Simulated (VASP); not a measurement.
Wanted: the native input for a VASP 6.6.1 run.

| Item | Value |
| --- | --- |
| Task | single point |
| Functional | PBE |
| Potentials or basis | VASP PAW PBE potentials, release 64 (Te, Mg) |
| Cutoff | 520 eV |
| k mesh | 6 × 6 × 6 |
| Occupations | fermi-dirac, width 0.05 eV |
| Spin | no spin polarisation |
| Further INCAR settings | ALGO = Normal; EDIFF = 1e-07; NBANDS = 17 |

The structure of Mg5Te lies in POSCAR:

```
Mg5Te
1.0
    2.7888620199      1.6101502379      5.2849918958
   -2.7888620199      1.6101502379      5.2849918958
    0.0000000000     -3.2203004759      5.2849918958
Te Mg
1 5
Direct
    0.5000000000      0.5000000000      0.5000000000
    0.8298080000      0.8298080000      0.8298080000
    0.1701920000      0.1701920000      0.1701920000
    0.0000000000      0.6684530000      0.3315470000
    0.3315470000      0.0000000000      0.6684530000
    0.6684530000      0.3315470000      0.0000000000
```

The cell comes from a database or a generator and needn't be the stable form of this composition.

One way to write it, as run:

INCAR

```
  PREC = Accurate
  ENCUT = 520
  EDIFF = 1E-7
  ISMEAR = -1
  SIGMA = 0.05
  LREAL = False
  LASPH = True
  NELM = 100
  ALGO = Normal
  ISIF = 2
  LWAVE = False
  LCHARG = False
  GGA = PE
  NBANDS = 17
```

KPOINTS

```
Automatic mesh
0
Gamma
  6 6 6
```

Potentials or basis: VASP PAW PBE potentials, release 64 (Te, Mg).

Command:

```console
$ cat potpaw_PBE.64/Te/POTCAR potpaw_PBE.64/Mg/POTCAR > POTCAR
$ mpirun -np 1 vasp_std > vasp.out
```

It gave:

```
Pressure               : 0.0 GPa
Largest force          : 0.023 eV/Å
Band gap on the k mesh : none (metal or under the smearing width)
```

Run time: 42 s on 1 thread of Intel(R) Xeon(R) 6975P-C (Granite Rapids), on a shared host, peak memory 0.34 GiB.
